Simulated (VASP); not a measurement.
# Pb (P6_3/mmc) in VASP: notebook, part 2 of 2

VASP 6.6.1. Earlier steps stand in the parts before.

### Step 3. Elastic constants, BEEF-vdW

File POSCAR:

```
Pb
1.0
    3.4800000000      0.0000000000      0.0000000000
   -1.7400000000      3.0137684052      0.0000000000
    0.0000000000      0.0000000000      5.5900000000
Pb
2
Direct
    0.6666666667      0.3333333333      0.7500000000
    0.3333333333      0.6666666667      0.2500000000
```

File INCAR.step1:

```
PREC = Accurate ; ENCUT = 580
EDIFF = 1E-8 ; ISMEAR = 1
SIGMA = 0.1 ; LREAL = False
LASPH = True ; NELM = 60
ALGO = Fast ; ISIF = 3
LWAVE = False ; LCHARG = False
GGA = BF ; LUSE_VDW = True
ZAB_VDW = -1.8867 ; IBRION = 2
NSW = 40 ; EDIFFG = -0.002
```

File INCAR.step2:

```
PREC = Accurate ; ENCUT = 580
EDIFF = 1E-8 ; ISMEAR = 1
SIGMA = 0.1 ; LREAL = False
LASPH = True ; NELM = 60
ALGO = Fast ; ISIF = 3
LWAVE = False ; LCHARG = False
GGA = BF ; LUSE_VDW = True
ZAB_VDW = -1.8867 ; IBRION = 6
NFREE = 2 ; POTIM = 0.015
NSW = 1
```

File KPOINTS:

```
regular mesh
0
Gamma
  7 7 4
```

Potentials or basis: VASP PAW PBE potentials, release 54 (Pb).

Launch:

```sh
$ cat potpaw_PBE.54/Pb/POTCAR > POTCAR
$ cp INCAR.step1 INCAR
$ mpirun -np 1 vasp_std > vasp.out
$ cp CONTCAR POSCAR
$ cp INCAR.step2 INCAR
$ mpirun -np 1 vasp_std > vasp.out
```

OUTCAR:

```text
PREC = Accurate
   ENCUT = 580
   EDIFF = 1E-8
   ISMEAR = 1
   LREAL = False
   LASPH = True
   NELM = 60
   ISIF = 3
   GGA = BF
   IBRION = 6
   NFREE = 2
   POTIM = 0.015
   NSW = 1

 ion  position               nearest neighbor table
   1  0.667  0.333  0.750-   2 3.54   2 3.54   2 3.54   2 3.54   2 3.54   2 3.54
   2  0.333  0.667  0.250-   1 3.54   1 3.54   1 3.54   1 3.54   1 3.54   1 3.54

  LATTYP: Found a hexagonal cell.
 ALAT       =     3.6072381774
 C/A-ratio  =     1.5869822584

  Lattice vectors:

 A1 = (   3.6072381774,   0.0000000000,   0.0000000000)
 A2 = (  -1.8036190887,   3.1239598992,   0.0000000000)
 A3 = (   0.0000000000,   0.0000000000,   5.7246229894)

Analysis of symmetry for initial positions (statically):
[... 709 lines left out ...]
 INTERNAL STRAIN TENSOR FOR ION    2 for displacements in x,y,z  (eV/Angst):
          X           Y           Z          XY          YZ          ZX
  --------------------------------------------------------------------------------
  x     0.00000     0.00000     0.00000    -0.07482     0.00000     0.00000
  y    -0.07482     0.07482     0.00000    -0.00000     0.00000     0.00000
  z    -0.00000     0.00000    -0.00000     0.00000    -0.00000     0.00000

 Eigenvectors and eigenvalues of the dynamical matrix
 ----------------------------------------------------

   1 f  =    1.451908 THz     9.122605 2PiTHz   48.430427 cm-1     6.004605 meV
             X         Y         Z           dx          dy          dz
      1.803619  1.041320  4.293467     0.000000    0.000000    0.707107
     -0.000000  2.082640  1.431156    -0.000000    0.000000   -0.707107
[... 16 lines left out ...]
   5 f  =    0.000000 THz     0.000000 2PiTHz    0.000000 cm-1     0.000000 meV
             X         Y         Z           dx          dy          dz
      1.803619  1.041320  4.293467     0.000000    0.000000    0.707107
     -0.000000  2.082640  1.431156    -0.000000    0.000000    0.707107

   6 f/i=    0.000000 THz     0.000000 2PiTHz    0.000000 cm-1     0.000000 meV
             X         Y         Z           dx          dy          dz
      1.803619  1.041320  4.293467     0.410997   -0.575396    0.000000
     -0.000000  2.082640  1.431156     0.410997   -0.575396    0.000000

--------------------------------------------------------------------------------------------------------

 ELASTIC MODULI CONTR FROM IONIC RELAXATION (kBar)
 Direction    XX          YY          ZZ          XY          YZ          ZX
 --------------------------------------------------------------------------------
 XX          -0.5935      0.5935      0.0000     -0.0000      0.0000      0.0000
 YY           0.5935     -0.5935     -0.0000      0.0000     -0.0000      0.0000
 ZZ           0.0000     -0.0000     -0.0000      0.0000     -0.0000      0.0000
 XY          -0.0000      0.0000      0.0000     -0.5935      0.0000      0.0000
 YZ           0.0000     -0.0000     -0.0000      0.0000     -0.0000      0.0000
 ZX           0.0000      0.0000      0.0000      0.0000      0.0000      0.0000
 --------------------------------------------------------------------------------

 TOTAL ELASTIC MODULI (kBar)
 Direction    XX          YY          ZZ          XY          YZ          ZX
 --------------------------------------------------------------------------------
 XX         485.0544    258.5159    197.1910      0.0000      0.0000     -0.0000
 YY         258.5159    485.0544    197.1910      0.0000     -0.0000     -0.0000
 ZZ         197.1910    197.1910    773.7223      0.0000     -0.0000      0.0000
 XY          -0.0000      0.0000      0.0000    113.2692     -0.0000      0.0000
 YZ           0.0000      0.0000     -0.0000     -0.0000    212.2342      0.0000
 ZX          -0.0000      0.0000      0.0000      0.0000      0.0000    212.2343
 --------------------------------------------------------------------------------
```

OSZICAR.step1:

```text
N       E                     dE             d eps       ncg     rms          rms(c)
DAV:   1     0.339749950749E+02    0.33975E+02   -0.30779E+03   384   0.839E+02
DAV:   2    -0.555787902926E+00   -0.34531E+02   -0.33599E+02   560   0.841E+01
DAV:   3    -0.156337834512E+01   -0.10076E+01   -0.10075E+01   536   0.223E+01
[... 95 lines left out ...]
RMM:   2    -0.162021694405E+01   -0.41596E-07   -0.13239E-07   384   0.270E-03    0.140E-03
RMM:   3    -0.162021700422E+01   -0.60179E-07   -0.11697E-07   384   0.193E-03    0.937E-04
RMM:   4    -0.162021696605E+01    0.38171E-07   -0.15528E-08   228   0.888E-04    0.336E-04
RMM:   5    -0.162021694737E+01    0.18679E-07   -0.98114E-09   193   0.580E-04    0.514E-05
RMM:   6    -0.162021694820E+01   -0.83048E-09   -0.13301E-09    84   0.277E-04
   8 F= -.16202169E+01 E0= -.16202548E+01  d E =-.274829E-04
```

It took 29 min on 1 thread of Intel Xeon Platinum 8375C at 2.90GHz (Ice Lake), shared host; peak memory 0.47 GiB.

Results:

```yaml
Relaxed_volume: 32.26 Å³/atom
Relaxed_cell: a = 3.607 Å, b = 3.607 Å, c = 5.725 Å, α = 90.00°, β = 90.00°, γ = 120.00°
Space_group_after_relaxing_to_0.05_Å: P6_3/mmc (No. 194)
Voigt_bulk_modulus: 34 GPa
Highest_phonon_frequency_at_Γ: 48 cm⁻¹
```

Step by step:
```
step  energy change (eV)  largest force (eV/Å)  pressure (GPa)  volume (Å³)
   1              0.0000                0.0000            4.60        58.63
   2             -0.0724                0.0000           -0.75        66.06
   3             -0.0762                0.0000           -0.03        64.52
   4             -0.0762                0.0000            0.04        64.40
   5             -0.0764                0.0000            0.05        64.39
   6             -0.0764                0.0000            0.07        64.37
   7             -0.0765                0.0000           -0.01        64.52
   8             -0.0765                0.0000            0.00        64.51
```

Final structure:
```xyz
2
Lattice="3.6072 0.0000 0.0000 -1.8036 3.1240 0.0000 0.0000 0.0000 5.7246" Properties=species:S:1:pos:R:3 pbc="T T T"
Pb    1.8036    1.0413    4.2935
Pb    0.0000    2.0826    1.4312
```

Phonon frequencies in cm⁻¹ (negative: imaginary):
| q point | frequencies |
| --- | --- |
| (0.000, 0.000, 0.000) | 0 0 0 25 25 48 |

Elastic tensor in Voigt notation (GPa, in the Cartesian axes of the cell as first typed):
```
49 26 20  0  0  0
26 49 20  0  0  0
20 20 77  0  0  0
 0  0  0 21  0  0
 0  0  0  0 21  0
 0  0  0  0  0 11
```

Clamped-ion elastic tensor (GPa):
```
49 26 20  0  0  0
26 49 20  0  0  0
20 20 77  0  0  0
 0  0  0 21  0  0
 0  0  0  0 21  0
 0  0  0  0  0 11
```

Caveat: the PAW data sets were made with another functional, which shifts forces and pressure a little. The run has no spin-orbit coupling, so splittings on Pb are missing.

### Step 4. For comparison

An earlier run on the cell as given: functional PBEsol; potentials or basis VASP PAW PBE potentials, release 64 (Pb_d); cutoff 520 eV; k mesh 9 × 9 × 5; occupations fermi-dirac, width 0.05 eV; no spin polarisation.

* Pressure: 1.0 GPa
* Band gap on the k mesh: none (metal or under the smearing width)
